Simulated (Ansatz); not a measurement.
**Squeezing Pd (diamond type)**

```yaml
crystal:
  lattice:
    - [0.00000, 2.90560, 2.90560]
    - [2.90560, 0.00000, 2.90560]
    - [2.90560, 2.90560, 0.00000]
  atoms:
    - { symbol: Pd, position: [0.87500, 0.87500, 0.87500] }
    - { symbol: Pd, position: [0.12500, 0.12500, 0.12500] }
```

The cell comes from a relaxation on PAW files under the same functional, begun from a prototype that needn't be the stable phase.

Its volume is scaled at fixed shape and fractional positions.

Level of theory: DFT with PBE, scalar-relativistic, in Ansatz 0.2.0; a Γ-centred 12×12×12 k mesh, Fermi–Dirac smearing of 0.08 eV, no spin polarisation. LAPW: all electrons, basis error target 1 meV/atom; PAW: frozen-core files, cutoff 420 eV; crystal datasets: all electrons, by PAW datasets that the program makes for each cell; norm-conserving: pseudopotentials, cutoff 1116 eV; PAW (partial waves polarizable): frozen-core files, cutoff 420 eV.

Energies are extrapolated to zero smearing and count from the unscaled cell; pressure is positive in compression; gaps take the mesh and a band path. No temperature or zero-point motion is included.

```
V/V0  V (Å³/atom)  P LAPW (GPa)  ΔE LAPW (eV/atom)  P PAW − LAPW (GPa)  ΔE PAW − LAPW (meV/atom)
1.00        24.53         -0.02              0.000                0.01                       0.0
0.90        22.08          9.27              0.061               -0.03                       0.0
0.80        19.62          26.9              0.322               -0.10                      -0.9
0.70        17.17          61.2              0.963               -0.17                      -3.0
0.60        14.72             ?                  ?                   ?                         ?
0.50        12.27         280.3              5.359               -0.04                      -7.7
0.40         9.81         631.9             11.933               -0.65                      -9.5
```

Problem. Fit the Vinet equation to the LAPW pressures shown (residuals weighted by 1/(|P| + 0.03·Pmax)), and predict the pressure of the withheld row.

Solution. The fit gives V0 = 24.55 Å³/atom, B0 = 63.5 GPa and B0′ = 5.86. At 14.72 Å³/atom, x = (V/V0)^(1/3) = 0.8432, and P = 3·B0·(1 − x)/x²·exp[1.5·(B0′ − 1)·(1 − x)] = 131.6 GPa. The run itself gave 131.0 GPa (+0.5 % off) and ΔE = 2.366 eV/atom.

Problem. From the table, what is the rise of the enthalpy H = E + pV up to the last row, and how stiff is the crystal between the last two rows?

Solution. ΔH = 11.933 eV + (631.9 GPa × 9.81 Å³ + 0.02 GPa × 24.53 Å³) × 0.006242 eV/(GPa·Å³) = 50.64 eV/atom, of which pV makes 76 %. The mean bulk modulus there is −ΔP/Δln V = 1580 GPa.

Problem. At the smallest volume, how far do crystal datasets and norm-conserving and PAW (partial waves polarizable) lie from LAPW in pressure?

Solution. crystal datasets: +0.01 GPa; norm-conserving: +0.15 GPa; PAW (partial waves polarizable): -0.74 GPa, on a LAPW pressure of 631.9 GPa.
